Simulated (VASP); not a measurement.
# Ge (I4_1/amd) in VASP: phonons with r2SCAN

Aim: the phonons of Ge with r2SCAN.

Everything below comes from runs of VASP 6.6.1. Logs are shortened: lines on timing, memory, paths and dates and some standing lists are left out, and cuts for length are marked.

### Step 1. The structure

The structure is tetragonal, space group I4_1/amd (No. 141). The conventional cell has a = 3.961 Å, b = 3.961 Å, c = 5.862 Å, α = 90.00°, β = 90.00°, γ = 90.00°. Around Ge (site symmetry -4m2) lie 4 Ge at 2.46 Å.

### Step 2. Phonons, r2SCAN

Contents of POSCAR:

```
Ge
1.0
    0.0000000000      2.8011965880      2.9308440000
    2.8011965880      0.0000000000      2.9308440000
    2.8011965880      2.8011965880      0.0000000000
Ge
2
Direct
    0.0000000000      0.0000000000      0.0000000000
    0.2500000000      0.2500000000      0.2500000000
```

Contents of INCAR.step1:

```
PREC = Accurate
ENCUT = 600
EDIFF = 1E-8
ISMEAR = 0
SIGMA = 0.01
LREAL = False
LASPH = True
NELM = 60
ALGO = Normal
ISIF = 3
LWAVE = False
LCHARG = False
METAGGA = R2SCAN
LMIXTAU = True
IBRION = 2
NSW = 40
EDIFFG = -0.002
```

Contents of INCAR.step2:

```
PREC = Accurate
ENCUT = 600
EDIFF = 1E-8
ISMEAR = 0
SIGMA = 0.01
LREAL = False
LASPH = True
NELM = 60
ALGO = Normal
ISIF = 2
LWAVE = False
LCHARG = False
METAGGA = R2SCAN
LMIXTAU = True
IBRION = 6
NFREE = 2
POTIM = 0.015
NSW = 1
```

Contents of KPOINTS:

```
Automatic mesh
0
Gamma
  8 8 8
```

Potentials or basis: VASP PAW PBE potentials, release 64 (Ge_d).

On the command line:

```sh
$ cat potpaw_PBE.64/Ge_d/POTCAR > POTCAR
$ cp INCAR.step1 INCAR
$ mpirun -np 1 vasp_std > vasp.out
$ cp CONTCAR POSCAR
$ cp INCAR.step2 INCAR
$ mpirun -np 1 vasp_std > vasp.out
```

OUTCAR:

```text
PREC = Accurate
   ENCUT = 600
   EDIFF = 1E-8
   ISMEAR = 0
   LREAL = False
   LASPH = True
   NELM = 60
   ISIF = 2
   METAGGA = R2SCAN
   IBRION = 6
   NFREE = 2
   POTIM = 0.015
   NSW = 1

 ion  position               nearest neighbor table
   1  0.000  0.000  0.000-   2 2.46   2 2.46   2 2.46   2 2.46
   2  0.250  0.250  0.250-   1 2.46   1 2.46   1 2.46   1 2.46

  LATTYP: Found a body centered tetragonal cell.
 ALAT       =     4.0137967726
 C/A-ratio  =     1.4141064940

  Lattice vectors:

 A1 = (   0.0000000000,  -2.8381829162,  -2.8379680409)
 A2 = (   0.0000000000,   2.8381829162,  -2.8379680409)
 A3 = (   2.8381829162,   0.0000000000,   2.8379680409)

Analysis of symmetry for initial positions (statically):
=====================================================================
 Subroutine PRICEL returns:
 Original cell was already a primitive cell.

 Routine SETGRP: Setting up the symmetry group for a
 body centered tetragonal supercell.

 Subroutine GETGRP returns: Found 16 space group operations
 (whereof  8 operations were pure point group operations)
 out of a pool of 16 trial point group operations.

The static configuration has the point symmetry D_2d.
 The point group associated with its full space group is D_4h.

Analysis of symmetry for dynamics (positions and initial velocities):
=====================================================================
 Subroutine PRICEL returns:
 Original cell was already a primitive cell.

 Routine SETGRP: Setting up the symmetry group for a
 body centered tetragonal supercell.

 Subroutine GETGRP returns: Found 16 space group operations
 (whereof  8 operations were pure point group operations)
 out of a pool of 16 trial point group operations.

The dynamic configuration has the point symmetry D_2d.
 The point group associated with its full space group is D_4h.

 Subroutine INISYM returns: Found 16 space group operations
 (whereof  8 operations are pure point group operations),
[... 152 lines left out ...]
  --------------------------------------------------------------------------------------
  -------------------------------------------------------------------------------------
  Total        0.0000933      0.0000933      0.0018864      0.0000000      0.0000000      0.0000000
  in kB        0.0032691      0.0032691      0.0661027      0.0000000      0.0000000      0.0000000
  external PRESSURE =       0.0242137 kB  Pullay stress =       0.0000000 kB
[... 131 lines left out ...]
--------------------------------------- Ionic step        5  -------------------------------------------

 number of electron      28.0000016 magnetization

 Free energy of the ion-electron system (eV)
  ---------------------------------------------------
  ext. energy  EPLUGINS =         0.00000000
  ---------------------------------------------------
  free energy    TOTEN  =       -27.73604909 eV

  energy without entropy =      -27.73604909  energy(sigma->0) =      -27.73604909

 E-fermi :   4.9359     XC(G=0): -10.7676

 val. band max:        4.7806741746   @ k =   0.0000   0.0000   0.0000
 cond. band min:       5.0181610397   @ k =   0.0000   0.0000   0.0000
 fundamental gap:      0.2374868652
 Fermi energy:         4.9359204578

 k-point     1 :       0.0000    0.0000    0.0000
  band No.  band energies     occupation
      1     -20.7773      2.00000
      2     -20.7741      2.00000
      3     -20.7705      2.00000
      4     -20.7353      2.00000
      5     -20.7353      2.00000
      6     -20.5248      2.00000
[... 481 lines left out ...]
      5     -20.6772      2.00000
      6     -20.5858      2.00000
[... 10 lines left out ...]
     17       9.7664      0.00000
     18      10.7315      0.00000

 [... further k-points ...]

------------------------ aborting loop because EDIFF is reached ----------------------------------------

  FORCE on cell =-STRESS in cart. coord.  units (eV):
  Direction    XX          YY          ZZ          XY          YZ          ZX
  --------------------------------------------------------------------------------------
  -------------------------------------------------------------------------------------
  Total        0.0027079      0.0027079     -0.0004234     -0.1245860      0.0000000      0.0000000
  in kB        0.0948913      0.0948913     -0.0148363     -4.3657775      0.0000000      0.0000000
  external PRESSURE =       0.0583154 kB  Pullay stress =       0.0000000 kB
[... 17 lines left out ...]
  FREE ENERGIE OF THE ION-ELECTRON SYSTEM (eV)
  ---------------------------------------------------
  free  energy   TOTEN  =       -27.7360490919 eV

  energy  without entropy=      -27.7360490919  energy(sigma->0) =      -27.73604909

 INTERNAL STRAIN TENSORS FROM DISPLACED ATOMS
 ============================================

 INTERNAL STRAIN TENSOR FOR ION    1 for displacements in x,y,z  (eV/Angst):
          X           Y           Z          XY          YZ          ZX
  --------------------------------------------------------------------------------
  x     0.00000     0.00000     0.00000     0.00000     8.28250     0.00000
  y     0.00000     0.00000     0.00000     0.00000     0.00000     8.28242
  z     0.00000     0.00000     0.00000     8.28646     0.00000     0.00000

 INTERNAL STRAIN TENSOR FOR ION    2 for displacements in x,y,z  (eV/Angst):
          X           Y           Z          XY          YZ          ZX
  --------------------------------------------------------------------------------
  x     0.00000     0.00000     0.00000     0.00000    -8.28250     0.00000
  y     0.00000     0.00000     0.00000     0.00000     0.00000    -8.28242
  z     0.00000     0.00000     0.00000    -8.28646     0.00000     0.00000

 Eigenvectors and eigenvalues of the dynamical matrix
 ----------------------------------------------------

   1 f  =    8.899617 THz    55.917941 2PiTHz  296.859260 cm-1    36.805841 meV
             X         Y         Z           dx          dy          dz
      0.000000  0.000000  0.000000     0.000000   -0.707107    0.000000
      1.419091  1.419091  1.418984     0.000000    0.707107    0.000000
[... 21 lines left out ...]
   6 f  =    0.000000 THz     0.000000 2PiTHz    0.000000 cm-1     0.000000 meV
             X         Y         Z           dx          dy          dz
      0.000000  0.000000  0.000000     0.000000    0.000000    0.707107
      1.419091  1.419091  1.418984     0.000000    0.000000    0.707107

 ELASTIC MODULI CONTR FROM IONIC RELAXATION (kBar)
 Direction    XX          YY          ZZ          XY          YZ          ZX
 --------------------------------------------------------------------------------
 XX           0.0000      0.0000      0.0000      0.0000      0.0000      0.0000
 YY           0.0000      0.0000      0.0000      0.0000      0.0000      0.0000
 ZZ           0.0000      0.0000      0.0000      0.0000      0.0000      0.0000
 XY           0.0000      0.0000      0.0000   -204.5699      0.0000      0.0000
 YZ           0.0000      0.0000      0.0000      0.0000   -204.3182      0.0000
 ZX           0.0000      0.0000      0.0000      0.0000      0.0000   -204.3147
 --------------------------------------------------------------------------------
```

Wall time 15 min (1 thread of Intel Xeon 6975P-C (Granite Rapids), shared host); peak memory 0.34 GiB.

What came out:

- Relaxed volume: 22.86 Å³/atom
- Relaxed cell: a = 4.014 Å, b = 4.014 Å, c = 4.014 Å, α = 60.00°, β = 60.00°, γ = 60.00°
- Space group after relaxing (to 0.05 Å): Fd-3m (No. 227)
- Highest phonon frequency at Γ: 297 cm⁻¹

The path:
```tsv
step	energy change (eV)	largest force (eV/Å)	pressure (GPa)	volume (Å³)
1	0.0000	0.0000	-0.44	45.99
2	-0.0149	0.0000	0.24	45.57
3	-0.0167	0.0000	0.57	45.36
4	-0.0167	0.0000	0.59	45.35
5	-0.0173	0.0000	-0.30	45.91
6	-0.0175	0.0000	0.02	45.71
7	-0.0175	0.0000	0.00	45.72
```

Final structure:
```yaml
crystal:
  lattice:
    - [0.00000, 2.83818, 2.83797]
    - [2.83818, 0.00000, 2.83797]
    - [2.83818, 2.83818, 0.00000]
  atoms:
    - { symbol: Ge, position: [0.00000, 0.00000, 0.00000] }
    - { symbol: Ge, position: [0.25000, 0.25000, 0.25000] }
```

Phonon frequencies in cm⁻¹ (negative: imaginary):
| q point | frequencies |
| --- | --- |
| (0.000, 0.000, 0.000) | 0 0 0 297 297 297 |

Caveat: the PAW data sets were made with another functional, which shifts forces and pressure a little.
